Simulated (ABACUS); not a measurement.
# TePb (Pm-3m) in ABACUS: single point with AM05

Aim: the single point of TePb with AM05.

All numbers are computed with ABACUS 3.10.1; they aren't measurements. Logs are shortened: lines on timing, memory, paths and dates and some standing lists are left out, and cuts for length are marked.

### 1 Starting point

Symmetry: Pm-3m, No. 221, cubic system. Conventional cell: a = 4.002 Å, b = 4.002 Å, c = 4.002 Å, α = 90.00°, β = 90.00°, γ = 90.00°. Around Pb (site symmetry m-3m) lie 8 Te at 3.47 Å. Around Te (site symmetry m-3m) lie 8 Pb at 3.47 Å.

Measurements of this composition are mostly on another form, of space group No. 225.

### 2 Single point, AM05

File run_abacus.py:

```python
"""ABACUS run from a structure file: ASE reads it, the script writes STRU, KPT and INPUT."""
import re
import subprocess
import spglib
from ase import Atoms
from ase.io import read
from ase.units import Bohr

atoms = read("TePb.cif")
cell, frac, numbers = spglib.standardize_cell((atoms.cell[:], atoms.get_scaled_positions(), atoms.numbers), to_primitive=True, symprec=1e-4)
atoms = Atoms(numbers=numbers, cell=cell, scaled_positions=frac, pbc=True)  # the primitive cell
atoms = atoms[(-atoms.numbers).argsort(kind="stable")]  # ABACUS lists atoms element by element
pseudo = {'Pb': 'Pb.upf', 'Te': 'Te.upf'}
orbital = {}
magmoms = None
kmesh = [6, 6, 6]
params = {
    'suffix': 'TePb',
    'calculation': 'scf',
    'basis_type': 'pw',
    'pseudo_dir': './',
    'symmetry': 1,
    'dft_functional': 'GGA_X_AM05+GGA_C_AM05',
    'ecutwfc': 83,
    'pseudo_rcut': 10,
    'nspin': 1,
    'nbands': 25,
    'ks_solver': 'dav',
    'smearing_method': 'fd',
    'smearing_sigma': 0.00367493,
    'scf_thr': 1e-08,
    'scf_nmax': 100,
    'mixing_type': 'broyden',
    'mixing_beta': 0.7,
    'cal_force': 1,
    'cal_stress': 1,
    'out_chg': 1,
    'kpar': 4,
}

symbols = atoms.get_chemical_symbols()
elements = list(dict.fromkeys(symbols))
lines = ["ATOMIC_SPECIES"] + [f"{e} {atoms.get_masses()[symbols.index(e)]:.4f} {pseudo[e]}" for e in elements]
if orbital:
    lines += ["", "NUMERICAL_ORBITAL"] + [orbital[e] for e in elements]
lines += ["", "LATTICE_CONSTANT", f"{1 / Bohr:.10f}", "", "LATTICE_VECTORS"]
lines += [" ".join(f"{x:.10f}" for x in v) for v in atoms.cell]
lines += ["", "ATOMIC_POSITIONS", "Direct"]
for e in elements:
    lines += ["", e, "0.0", str(symbols.count(e))]
    for i, p in enumerate(atoms.get_scaled_positions(wrap=False)):
        if symbols[i] == e:
            mag = "" if magmoms is None else " mag " + " ".join(str(x) for x in (magmoms[i] if isinstance(magmoms[i], list) else [magmoms[i]]))
            lines.append(" ".join(f"{x:.10f}" for x in p) + " 1 1 1" + mag)
open("STRU", "w").write("\n".join(lines) + "\n")
open("KPT", "w").write("K_POINTS\n0\nGamma\n%d %d %d 0 0 0\n" % tuple(kmesh))
open("INPUT", "w").write("INPUT_PARAMETERS\n" + "".join(f"{k:<20s}{v}\n" for k, v in params.items()))

done = subprocess.run(['mpirun', '-np', '4', 'abacus'])
if done.returncode:
    raise SystemExit(done.returncode)
log = open("OUT.TePb/running_scf.log").read()
print("final energy (eV):", re.findall(r"FINAL_ETOT_IS (\S+)", log))
```

File TePb.cif:

```cif
data_TePb
_cell_length_a 4.00228700
_cell_length_b 4.00228700
_cell_length_c 4.00228700
_cell_angle_alpha 90.00000000
_cell_angle_beta 90.00000000
_cell_angle_gamma 90.00000000
_space_group_name_H-M_alt 'Pm-3m'
_space_group_name_Hall '-P 4 2 3'
_space_group_IT_number 221
loop_
_space_group_symop_operation_xyz
'x,y,z'
'-x,-y,-z'
'-y,x,z'
'y,-x,-z'
'-x,-y,z'
'x,y,-z'
'y,-x,z'
'-y,x,-z'
'x,-y,-z'
'-x,y,z'
'-y,-x,-z'
'y,x,z'
'-x,y,-z'
'x,-y,z'
'y,x,-z'
'-y,-x,z'
'z,x,y'
'-z,-x,-y'
'z,-y,x'
'-z,y,-x'
'z,-x,-y'
'-z,x,y'
'z,y,-x'
'-z,-y,x'
'-z,x,-y'
'z,-x,y'
'-z,-y,-x'
'z,y,x'
'-z,-x,y'
'z,x,-y'
'-z,y,x'
'z,-y,-x'
'y,z,x'
'-y,-z,-x'
'x,z,-y'
'-x,-z,y'
'-y,z,-x'
'y,-z,x'
'-x,z,y'
'x,-z,-y'
'-y,-z,x'
'y,z,-x'
'-x,-z,-y'
'x,z,y'
'y,-z,-x'
'-y,z,x'
'x,-z,y'
'-x,z,-y'
loop_
_atom_site_label
_atom_site_type_symbol
_atom_site_symmetry_multiplicity
_atom_site_Wyckoff_symbol
_atom_site_fract_x
_atom_site_fract_y
_atom_site_fract_z
_atom_site_occupancy
Pb1 Pb 1 a 0.0000000000 0.0000000000 0.0000000000 1
Te1 Te 1 b 0.5000000000 0.5000000000 0.5000000000 1
```

Potentials or basis: PseudoDojo NC SR 0.4.1 PBEsol standard, plane waves.

Command:

```
$ OMP_NUM_THREADS=1 python run_abacus.py > log
```

running log:

```text
ABACUS v3.10.1

               Atomic-orbital Based Ab-initio Computation at UStc

 ------------------------------------------------------------------------------------

 READING GENERAL INFORMATION
                           global_out_dir = OUT.TePb/
                           global_in_card = INPUT
                               pseudo_dir = ./
                              orbital_dir =
                                    DSIZE = 4
                                    GSIZE = 1

 READING UNITCELL INFORMATION
                                    ntype = 2
                  lattice constant (Bohr) = 1.88973
              lattice constant (Angstrom) = 1

 READING ATOM TYPE 1
                               atom label = Pb
                      L=0, number of zeta = 1
                      L=1, number of zeta = 1
                      L=2, number of zeta = 1
             number of atom for this type = 1

 READING ATOM TYPE 2
                               atom label = Te
                      L=0, number of zeta = 1
                      L=1, number of zeta = 1
                      L=2, number of zeta = 1
             number of atom for this type = 1

                        TOTAL ATOM NUMBER = 2
DIRECT COORDINATES
    atom                   x                   y                   z     mag                  vx                  vy                  vz
taud_Pb1            0.0000000000        0.0000000000        0.0000000000  0.0000        0.0000000000        0.0000000000        0.0000000000
taud_Te1            0.5000000000        0.5000000000        0.5000000000  0.0000        0.0000000000        0.0000000000        0.0000000000

                          Volume (Bohr^3) = 432.635
                             Volume (A^3) = 64.1098

 Lattice vectors: (Cartesian coordinate: in unit of a_0)
             +4.00229                  +0                  +0
                   +0            +4.00229                  +0
                   +0                  +0            +4.00229
 Reciprocal vectors: (Cartesian coordinate: in unit of 2 pi/a_0)
            +0.249857                  -0                  +0
                   -0           +0.249857                  -0
                   +0                  -0           +0.249857
 The esolver type has been set to : ksdft_pw

                PAO radial cut off (Bohr) = 10

 Read in pseudopotential file is Pb.upf
                     pseudopotential type = NC
          exchange-correlation functional = PBESOL
                 nonlocal core correction = 1
                        valence electrons = 14
                                     lmax = 2
                           number of zeta = 3
                     number of projectors = 6
                           L of projector = 0
                           L of projector = 0
                           L of projector = 1
                           L of projector = 1
                           L of projector = 2
                           L of projector = 2
 XC functional updated to : GGA_X_AM05+GGA_C_AM05
          exchange-correlation functional = GGA_X_AM05+GGA_C_AM05
                PAO radial cut off (Bohr) = 10

 Read in pseudopotential file is Te.upf
                     pseudopotential type = NC
          exchange-correlation functional = PBESOL
                 nonlocal core correction = 1
                        valence electrons = 16
                                     lmax = 2
                           number of zeta = 3
                     number of projectors = 6
                           L of projector = 0
                           L of projector = 0
                           L of projector = 1
                           L of projector = 1
                           L of projector = 2
                           L of projector = 2
 XC functional updated to : GGA_X_AM05+GGA_C_AM05
          exchange-correlation functional = GGA_X_AM05+GGA_C_AM05
     initial pseudo atomic orbital number = 18

 SETUP THE ELECTRONS NUMBER
            electron number of element Pb = 14
      total electron number of element Pb = 14
            electron number of element Te = 16
      total electron number of element Te = 16
            AUTOSET number of electrons:  = 30
                           occupied bands = 15
                                   NBANDS = 25
                                   NLOCAL = 18

%%%%%%%%%%%%%%%%%%%%%%%%%%%%%%%%%%%%%%%%%%%%%%%%%%%%%%%%%%%%%%%%%%%%%%%%%%%%%%%%%%%%%%%%%%%%%%%%%%%%%%%%%%
 Warning: the number of valence electrons in pseudopotential > 4 for Pb: [Xe] 4f14 5d10 6s2 6p2
 Warning: the number of valence electrons in pseudopotential > 6 for Te: [Kr] 4d10 5s2 5p4
 Pseudopotentials with additional electrons can yield (more) accurate outcomes, but may be less efficient.
 If you're confident that your chosen pseudopotential is appropriate, you can safely ignore this warning.
[... 72 lines left out ...]
                                    ibrav = 1
                       right hand lattice = 1
                        ROTATION MATRICES = 48
                               nkstot_ibz = 20
K-POINTS REDUCTION ACCORDING TO SYMMETRY
     IBZ    DIRECT_X    DIRECT_Y    DIRECT_Z  WEIGHT  ibz2bz
       1  0.00000000  0.00000000  0.00000000  0.0046       0
       2  0.16666667  0.00000000  0.00000000  0.0278       1
       3  0.33333333  0.00000000  0.00000000  0.0278       2
       4  0.50000000  0.00000000  0.00000000  0.0139       3
       5  0.16666667  0.16666667  0.00000000  0.0556       7
       6  0.33333333  0.16666667  0.00000000  0.1111       8
[... 12 lines left out ...]
      19  0.50000000  0.50000000  0.33333333  0.0278      93
      20  0.50000000  0.50000000  0.50000000  0.0046     129

                               nkstot now = 20
[... K-POINTS DIRECT COORDINATES: 20 rows ...]

           k-point number in this process = 5
       minimum distributed K point number = 5
[... stars of the k points ...]

[... K-POINTS CARTESIAN COORDINATES: 5 rows ...]

[... K-POINTS DIRECT COORDINATES: 5 rows ...]

 SETUP PLANE WAVES FOR WAVE FUNCTIONS
     energy cutoff for wavefunc (unit:Ry) = 83
              fft grid for wave functions = [ 45, 45, 45 ]
                    number of plane waves = 6355
                         number of sticks = 421

 PARALLEL PW FOR WAVE FUNCTIONS
     PROC   COLUMNS(POT)             PW
        1            421           6355
 --------------- sum -------------------
        1            421           6355

 SETUP NONLOCAL PSEUDOPOTENTIALS IN PLANE WAVE BASIS
 Pb non-local projectors:
 projector 1 L=0
 projector 2 L=0
 projector 3 L=1
 projector 4 L=1
 projector 5 L=2
 projector 6 L=2
 Te non-local projectors:
 projector 1 L=0
 projector 2 L=0
 projector 3 L=1
 projector 4 L=1
 projector 5 L=2
 projector 6 L=2
      TOTAL NUMBER OF NONLOCAL PROJECTORS = 36

 Init Non-Local PseudoPotential table :
 Init Non-Local-Pseudopotential done.

                                     npwx = 5554

 Make real space PAO into reciprocal space.
       max mesh points in Pseudopotential = 1001
     dq(describe PAO in reciprocal space) = 0.01
                                    max q = 1098

 number of pseudo atomic orbitals for Pb is 3
WARNING: norm of atomic wavefunction # 3 of atomic type Pb is 0.999519, renormalized

 number of pseudo atomic orbitals for Te is 3
WARNING: norm of atomic wavefunction # 3 of atomic type Te is 0.999976, renormalized

 -------------------------------------------
 SELF-CONSISTENT
 -------------------------------------------
                                 init_chg = atomic

 PW ALGORITHM --------------- ION=   1  ELEC=   1--------------------------------

 Notice: Threshold on eigenvalues was too large.
 hsover_error=0.3 > DRHO=0.0496958
 Origin diag ethr = 0.01
 New diag ethr = 0.000165653

 Density error is 0.0494096316087
                          Error Threshold = 0.000165652690661
----------------------------------------------------------
     Energy           Rydberg                 eV
----------------------------------------------------------
 E_KohnSham     -349.5537004390      -4755.9220829554
 E_Harris       -349.3124034929      -4752.6390695788
 E_Fermi        0.7085976818         9.6409660625
----------------------------------------------------------
[... 51 lines left out ...]
 Density error is 3.86231729769e-09
                          Error Threshold = 5.55335134777e-10
----------------------------------------------------------
     Energy           Rydberg                 eV
----------------------------------------------------------
 E_KohnSham     -349.5695449318      -4756.1376583389
 E_KS(sigma->0) -349.5691969947      -4756.1329244119
 E_Harris       -349.5694999292      -4756.1370460475
 E_band         -21.0602612661       -286.5395545880
 E_one_elec     -120.4585464018      -1638.9226038625
 E_Hartree      75.9217348165        1032.9681955491
 E_xc           -87.9651788736       -1196.8276582700
 E_Ewald        -217.0668585986      -2953.3461239014
 E_entropy(-TS) -0.0006958742        -0.0094678540
 E_descf        0.0000000000         0.0000000000
 E_exx          0.0000000000         0.0000000000
 E_Fermi        0.7259415480         9.8769414679
----------------------------------------------------------

 charge density convergence is achieved
 final etot is -4756.1376583 eV
 EFERMI = 9.8769414679 eV

 STATE ENERGY(eV) AND OCCUPATIONS    NSPIN == 1
 1/5 kpoint (Cartesian) = 0.0000 0.0000 0.0000 (5497 pws)
       1       -26.4167     0.00925926
       2       -26.4167     0.00925926
       3       -26.4135     0.00925926
       4       -26.4135     0.00925926
       5       -26.4135     0.00925926
       6       -7.17637     0.00925926
[... 125 lines left out ...]
      24        21.6019        0.00000
      25        22.6363        0.00000

------------------------------------------------------------------------------------------
 TOTAL-FORCE (eV/Angstrom)
------------------------------------------------------------------------------------------
                       Pb1         0.0000000000         0.0000000000         0.0000000000
                       Te1         0.0000000000         0.0000000000         0.0000000000
------------------------------------------------------------------------------------------

----------------------------------------------------------------
 TOTAL-STRESS (KBAR)
----------------------------------------------------------------
       -26.3313982773         0.0000000000        -0.0000000000
         0.0000000000       -26.3313982773         0.0000000000
         0.0000000000         0.0000000000       -26.3313982773
----------------------------------------------------------------
 TOTAL-PRESSURE: -26.331398 KBAR

 --------------------------------------------
 !FINAL_ETOT_IS -4756.1376583388655490 eV
 --------------------------------------------
```

It took 13 s on 4 MPI ranks of Intel Xeon Platinum 8259CL at 2.50GHz (Skylake/Cascade Lake), shared host; peak memory 0.48 GiB.

What came out:

```
Free energy            : -4756.1377 eV
Pressure               : -2.6 GPa
Band gap on the k mesh : none (metal or under the smearing width)
```

Caveat: the potentials were made for another functional, which shifts forces and pressure. Spin-orbit coupling is left out, which matters for the levels of Pb, Te.
